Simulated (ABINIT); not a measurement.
## How the form of the self-energy moves the gap of AlAs (F-43m)

How much does the gap of AlAs (F-43m) depend on the approximation to the self-energy?

Calculated with ABINIT 10.8.3; PBE and many-body steps on it, plane waves.

**What was measured.**

- Gap 3.018 eV: lowest direct gap at Gamma; earlier measurement quoted from literature, technique not stated; 300 K; bulk crystal (pure AlAs, literature value used as model input) (quoted in “Simultaneous Measurement of Mid-Infrared Refractive Indices in Thin-Film Heterostructures: Methodology and Results for GaAs/AlGaAs”, 2023, arxiv:2301.08293).

This is a report of a sequence of runs, with most program output left out.

### 1. Starting point

The structure is cubic, space group F-43m (No. 216). Conventional cell: a = 5.661 Å, b = 5.661 Å, c = 5.661 Å, α = 90.00°, β = 90.00°, γ = 90.00°. Al has 4 As at 2.45 Å nearest. Nearest to As lie 4 Al at 2.45 Å. Farther neighbours are not listed.

The cell and positions come from the Crystallography Open Database and are kept as given unless a step says otherwise.

### 2. Empty states on the mesh, 4×4×4 mesh, 156 bands

This step: ABINIT 10.8.3; DFT, PBE, plane waves, norm-conserving pseudopotentials.

The sums over transitions need many empty states on a uniform mesh; this step solves for them.

run.abi reads:

```
acell 3*1.0 Angstrom
rprim 
  0.000000000000 2.830400000000 2.830400000000
  2.830400000000 0.000000000000 2.830400000000
  2.830400000000 2.830400000000 -0.000000000000
ntypat 2
znucl 13 33
natom 2
typat 1 2
xred 
  0.000000000000 0.000000000000 0.000000000000
  0.250000000000 0.250000000000 0.250000000000
pp_dirpath "pseudos"
pseudos "Al.upf, As.upf"
ecut 44
ngkpt 4 4 4
nshiftk 1
shiftk 0 0 0
kptopt 1
chksymbreak 0
irdden 1
istwfk *1
nband 156
prtvol 0
optdriver 6
gwr_task "HDIAGO"
paral_kgb 0
occopt 1
indata_prefix "in"
outdata_prefix "out"
tmpdata_prefix "tmp"
```

Run with:

```console
$ OMP_NUM_THREADS=1 mpirun -n 8 abinit run.abi > log
```

Elapsed: 1.8 min, on 8 MPI ranks of Arm Neoverse N1, shared host; peak memory 8.2 GiB; 15 min of CPU time.

Numbers from this step:

| Item | Value |
| --- | --- |
| gap | 1.436 eV |
| k of the valence top | 0, 0, 0 |
| k of the conduction bottom | 0.5, 0.5, 0 |
| least direct gap | 2.044 eV |
| k points computed | 8 |
| lowest point of the top converged band, above the valence top | 108.3176 eV |

On this mesh the gap is 1.436 eV.

The density comes from a self-consistent run that is not shown.

### 3. Screening, 4×4×4 mesh, 148 bands, screening to 190.5 eV

The RPA dielectric matrix is built and inverted for each q.

This step: RPA screening on PBE, plane waves, norm-conserving pseudopotentials.

run.abi, as its differences from that of step 2:

```diff
@@ -20,10 +20,11 @@
 chksymbreak 0
-irdden 1
 istwfk *1
-nband 156
-prtvol 0
-optdriver 6
-gwr_task "HDIAGO"
-paral_kgb 0
 occopt 1
+irdwfk 1
+optdriver 3
+nband 148
+ecuteps 7
+inclvkb 2
+awtr 1
+symchi 1
 indata_prefix "in"
```

Wall time 83 s (8 MPI ranks); peak memory 1.8 GiB; 11 min of CPU time.

This step gave:

```
ε∞ with local fields, on this mesh, along the program's q direction : 14.22
the same without local fields                                       : 15.96
plasma frequency                                                    : 28.12 eV
plane waves in the screening matrix                                 : 283
```

Local fields lower ε∞ by 11 %. On a Γ-centred mesh this coarse the value itself is usually too large, while a short band sum pulls it down.

### 4. G0W0, Godby-Needs plasmon pole

The self-energy is evaluated for the states that the input lists, and the levels follow from it, in one-shot runs by the linearised quasiparticle equation.

This step: G0W0 on PBE, plane waves, norm-conserving pseudopotentials.

run.abi, as its differences from that of step 3:

```diff
@@ -23,8 +23,17 @@
 irdwfk 1
-optdriver 3
+optdriver 4
 nband 148
+gwcalctyp 0
+ecutsigx 44
+symsigma 1
+nkptgw 2
+kptgw 
+  0.0000000000 0.0000000000 0.0000000000
+  0.5000000000 0.5000000000 0.0000000000
+bdgw 
+  11 17
+  12 15
 ecuteps 7
-inclvkb 2
-awtr 1
-symchi 1
+irdscr 1
+ppmodel 1
 indata_prefix "in"
```

It took 20 s on 8 MPI ranks; peak memory 1.7 GiB; 2.7 min of CPU time.

This step gave:

```
G0W0 gap on the points computed              : 1.946 eV
starting gap on the mesh                     : 1.436 eV
k of the valence top                         : 0, 0, 0
k of the conduction bottom                   : 0.5, 0.5, 0
Z at the valence top                         : 0.786
Z at the conduction bottom                   : 0.803
least direct G0W0 gap on the computed points : 2.788 eV
```

The gap on the mesh goes from 1.44 eV to 1.95 eV, a correction of +0.51 eV.

### 5. G0W0, Hybertsen-Louie plasmon pole

run.abi, as its differences from that of step 4:

```diff
@@ -37,3 +37,3 @@
 irdscr 1
-ppmodel 1
+ppmodel 2
 indata_prefix "in"
```

Run time: 20 s. Hardware: 8 MPI ranks; peak memory 1.6 GiB.

Numbers from this step:

```yaml
g0w0_gap_on_the_points_computed: 2.140 eV
starting_gap_on_the_mesh: 1.436 eV
k_of_the_valence_top: 0, 0, 0
k_of_the_conduction_bottom: 0.5, 0.5, 0
z_at_the_valence_top: 0.855
z_at_the_conduction_bottom: 0.865
least_direct_g0w0_gap_on_the_computed_points: 2.850 eV
```

Against G0W0 in ABINIT (4×4×4 mesh, 148 bands, screening to 190.5 eV, Godby-Needs plasmon pole), the gap moves by +0.194 eV.

### 6. G0W0, von der Linden-Horsch plasmon pole

run.abi, as its differences from that of step 5:

```diff
@@ -37,3 +37,3 @@
 irdscr 1
-ppmodel 2
+ppmodel 3
 indata_prefix "in"
```

It took 12 s on 8 MPI ranks; peak memory 1.4 GiB; 95 s of CPU time.

This step gave:

| Quantity | Value |
| --- | --- |
| G0W0 gap on the points computed | 2.051 eV |
| starting gap on the mesh | 1.436 eV |
| k of the valence top | 0, 0, 0 |
| k of the conduction bottom | 0.5, 0.5, 0 |
| least direct G0W0 gap on the computed points | 2.934 eV |

Against G0W0 in ABINIT (4×4×4 mesh, 148 bands, screening to 190.5 eV, Godby-Needs plasmon pole), the gap moves by +0.105 eV.

### 7. G0W0, Engel-Farid plasmon pole

run.abi, as its differences from that of step 6:

```diff
@@ -37,3 +37,3 @@
 irdscr 1
-ppmodel 3
+ppmodel 4
 indata_prefix "in"
```

The job ended after 12 s (8 MPI ranks; peak memory 1.5 GiB; 93 s of CPU time).

This step gave:

```
G0W0 gap on the points computed              : 2.08 eV
starting gap on the mesh                     : 1.436 eV
k of the valence top                         : 0, 0, 0
k of the conduction bottom                   : 0.5, 0.5, 0
least direct G0W0 gap on the computed points : 2.812 eV
```

Against G0W0 in ABINIT (4×4×4 mesh, 148 bands, screening to 190.5 eV, Godby-Needs plasmon pole), the gap moves by +0.134 eV.

### 8. One-shot Hartree-Fock

This step: one-shot Hartree-Fock on PBE, plane waves, norm-conserving pseudopotentials.

run.abi, as its differences from that of step 7:

```diff
@@ -24,4 +24,4 @@
 optdriver 4
-nband 148
-gwcalctyp 0
+nband 17
+gwcalctyp 5
 ecutsigx 44
@@ -35,5 +35,4 @@
   12 15
-ecuteps 7
-irdscr 1
-ppmodel 4
+ixc_sigma 40
+fftgw 31
 indata_prefix "in"
```

The job ended after 5.3 s (8 MPI ranks; peak memory 0.36 GiB; 41 s of CPU time).

Numbers from this step:

```yaml
quasiparticle_gap_on_the_points_computed: 7.062 eV
starting_gap_on_the_mesh: 1.436 eV
k_of_the_valence_top: 0, 0, 0
k_of_the_conduction_bottom: 0.5, 0.5, 0
least_direct_quasiparticle_gap_on_the_computed_points: 8.176 eV
```

Against G0W0 in ABINIT (4×4×4 mesh, 148 bands, screening to 190.5 eV, Godby-Needs plasmon pole), the gap moves by +5.116 eV.

### 9. Screening, 4×4×4 mesh, 148 bands, screening to 190.5 eV

This step: RPA screening on PBE, plane waves, norm-conserving pseudopotentials.

run.abi, as its differences from that of step 8:

```diff
@@ -23,16 +23,13 @@
 irdwfk 1
-optdriver 4
-nband 17
-gwcalctyp 5
-ecutsigx 44
-symsigma 1
-nkptgw 2
-kptgw 
-  0.0000000000 0.0000000000 0.0000000000
-  0.5000000000 0.5000000000 0.0000000000
-bdgw 
-  11 17
-  12 15
-ixc_sigma 40
-fftgw 31
+optdriver 3
+nband 148
+ecuteps 7
+inclvkb 2
+awtr 1
+symchi 1
+gwcalctyp 2
+nfreqre 16
+freqremax 40 eV
+nfreqim 8
+spmeth 0
 indata_prefix "in"
```

Run time: 7.2 min. Hardware: 8 MPI ranks; peak memory 2 GiB; 58 min of CPU time.

Numbers from this step:

* ε∞ with local fields, on this mesh, along the program's q direction: 14.22
* the same without local fields: 15.96
* plasma frequency: 28.12 eV
* plane waves in the screening matrix: 283

### 10. G0W0, contour deformation

This step: G0W0 on PBE, plane waves, norm-conserving pseudopotentials.

run.abi, as its differences from that of step 9:

```diff
@@ -23,13 +23,16 @@
 irdwfk 1
-optdriver 3
+optdriver 4
 nband 148
+gwcalctyp 2
+ecutsigx 44
+symsigma 1
+nkptgw 2
+kptgw 
+  0.0000000000 0.0000000000 0.0000000000
+  0.5000000000 0.5000000000 0.0000000000
+bdgw 
+  11 17
+  12 15
 ecuteps 7
-inclvkb 2
-awtr 1
-symchi 1
-gwcalctyp 2
-nfreqre 16
-freqremax 40 eV
-nfreqim 8
-spmeth 0
+irdscr 1
 indata_prefix "in"
```

The job ended after 17 s (8 MPI ranks; peak memory 2 GiB).

Numbers from this step:

| Property | Result |
| --- | --- |
| G0W0 gap on the points computed | 2.007 eV |
| starting gap on the mesh | 1.436 eV |
| k of the valence top | 0, 0, 0 |
| k of the conduction bottom | 0.5, 0.5, 0 |
| least direct G0W0 gap on the computed points | 2.803 eV |

Against G0W0 in ABINIT (4×4×4 mesh, 148 bands, screening to 190.5 eV, Godby-Needs plasmon pole), the gap moves by +0.061 eV.

### 11. Screening, 4×4×4 mesh, 148 bands, screening to 190.5 eV

This step: RPA screening on PBE, plane waves, norm-conserving pseudopotentials.

run.abi, as its differences from that of step 10:

```diff
@@ -23,16 +23,11 @@
 irdwfk 1
-optdriver 4
+optdriver 3
 nband 148
-gwcalctyp 2
-ecutsigx 44
-symsigma 1
-nkptgw 2
-kptgw 
-  0.0000000000 0.0000000000 0.0000000000
-  0.5000000000 0.5000000000 0.0000000000
-bdgw 
-  11 17
-  12 15
 ecuteps 7
-irdscr 1
+inclvkb 2
+awtr 1
+symchi 1
+gwcalctyp 1
+nfreqre 0
+nfreqim 16
 indata_prefix "in"
```

The job ended after 5 min (8 MPI ranks; peak memory 2 GiB; 40 min of CPU time).

Numbers from this step:

```
ε∞ with local fields, on this mesh, along the program's q direction : 14.22
the same without local fields                                       : 15.96
plasma frequency                                                    : 28.12 eV
plane waves in the screening matrix                                 : 283
```

### 12. G0W0, analytic continuation

This step: G0W0 on PBE, plane waves, norm-conserving pseudopotentials.

run.abi, as its differences from that of step 11:

```diff
@@ -23,11 +23,18 @@
 irdwfk 1
-optdriver 3
+optdriver 4
 nband 148
+gwcalctyp 1
+ecutsigx 44
+symsigma 1
+nkptgw 2
+kptgw 
+  0.0000000000 0.0000000000 0.0000000000
+  0.5000000000 0.5000000000 0.0000000000
+bdgw 
+  11 17
+  12 15
 ecuteps 7
-inclvkb 2
-awtr 1
-symchi 1
-gwcalctyp 1
-nfreqre 0
-nfreqim 16
+irdscr 1
+nomegasi 12
+omegasimax 25 eV
 indata_prefix "in"
```

The job ended after 20 s (8 MPI ranks; peak memory 1.9 GiB; 2.6 min of CPU time).

This step gave:

- G0W0 gap on the points computed: 1.895 eV
- starting gap on the mesh: 1.436 eV
- k of the valence top: 0, 0, 0
- k of the conduction bottom: 0.5, 0.5, 0
- least direct G0W0 gap on the computed points: 2.718 eV

Against G0W0 in ABINIT (4×4×4 mesh, 148 bands, screening to 190.5 eV, Godby-Needs plasmon pole), the gap moves by −0.051 eV.

### 13. The runs together

Times are wall times on 8 MPI ranks of Arm Neoverse N1, shared host, good to a factor of about two. A run's time includes the screening step that it read.

```tsv
run	mesh	bands	screening cutoff (eV)	DFT gap (eV)	gap on the mesh (eV)	direct (eV)	ε∞ used	time
G0W0, Godby-Needs plasmon pole	4×4×4	148	190.5	1.436	1.946	2.788	14.22	1.7 min
G0W0, Hybertsen-Louie plasmon pole	4×4×4	148	190.5	1.436	2.140	2.850	14.22	1.7 min
G0W0, von der Linden-Horsch plasmon pole	4×4×4	148	190.5	1.436	2.051	2.934	14.22	94 s
G0W0, Engel-Farid plasmon pole	4×4×4	148	190.5	1.436	2.080	2.812	14.22	94 s
one-shot Hartree-Fock	4×4×4	-	-	1.436	7.062	8.176	-	5.3 s
G0W0, contour deformation	4×4×4	148	190.5	1.436	2.007	2.803	14.22	7.5 min
G0W0, analytic continuation	4×4×4	148	190.5	1.436	1.895	2.718	14.22	5.3 min
```

### 14. Outcome

```json
{
  "G0W0, Godby-Needs plasmon pole": "1.946 eV",
  "G0W0, Hybertsen-Louie plasmon pole": "2.140 eV",
  "G0W0, von der Linden-Horsch plasmon pole": "2.051 eV",
  "G0W0, Engel-Farid plasmon pole": "2.080 eV",
  "one-shot Hartree-Fock": "7.062 eV",
  "G0W0, contour deformation": "2.007 eV",
  "G0W0, analytic continuation": "1.895 eV",
  "known limits": "not at the basis limit; no spin-orbit coupling; coarse k mesh"
}
```

**Reading.** G0W0, Hybertsen-Louie plasmon pole: +0.194 eV against G0W0, Godby-Needs plasmon pole. G0W0, von der Linden-Horsch plasmon pole: +0.105 eV against G0W0, Godby-Needs plasmon pole. G0W0, Engel-Farid plasmon pole: +0.134 eV against G0W0, Godby-Needs plasmon pole. One-shot Hartree-Fock: +5.116 eV against G0W0, Godby-Needs plasmon pole. G0W0, contour deformation: +0.061 eV against G0W0, Godby-Needs plasmon pole. G0W0, analytic continuation: −0.051 eV against G0W0, Godby-Needs plasmon pole. Bare exchange alone opens the gap to 7.06 eV; against G0W0, correlation takes back 5.12 eV. Against experiment, by G0W0, Godby-Needs plasmon pole: the direct gap of 2.79 eV lies −0.23 eV from the measured 3.018 eV (direct, 300 K, quoted 2023). An exciton line or allowed optical edge lies below the quasiparticle gap by the binding energy; a forbidden edge can push the onset above it. These are gaps on the mesh, at modest bands and cutoff. The calculation has static nuclei and no excitons; a measured gap holds zero-point and thermal motion, which mostly lowers it. Bands and cutoff are finite, so the gap is not at the basis limit. The miss can reach some tenths of an eV and take either sign; the mesh is an error of its own. In the G0W0 runs levels were corrected at 2 k points alone, so a gap called «on the mesh» is the least over those, and an edge elsewhere would be missed. The 4×4×4 mesh is coarse for this cell, which bears on the long-range parts of exchange and screening. The many-body steps are scalar-relativistic: spin-orbit coupling is not in them.

[Paths, hosts, dates, memory and timing lines, banners, echoed tables and standing remarks are left out of the program output.]

[Logs are printed without paths, hosts, clocks, repeated set-up lines and the standing remarks that a program may print on its own settings, such as how far it seeks lower states.]

[Runs of the session that timed out or met a known fault of the program may be left out.]

[Hosts, paths, dates, database ids (printed as entryN), source tags and the programs' standing remarks are cut or masked in the printed files.]

[G0W0 gaps are taken among the corrected bands and points alone; a level outside them can change the order at an edge.]

[Where Ansatz stands beside ABINIT at settings called matched, ABINIT's density can come from a denser mesh and the files from another edition; pairs whose starting gaps differed by over 0.03 eV were left out, so agreement reads better than it is.]
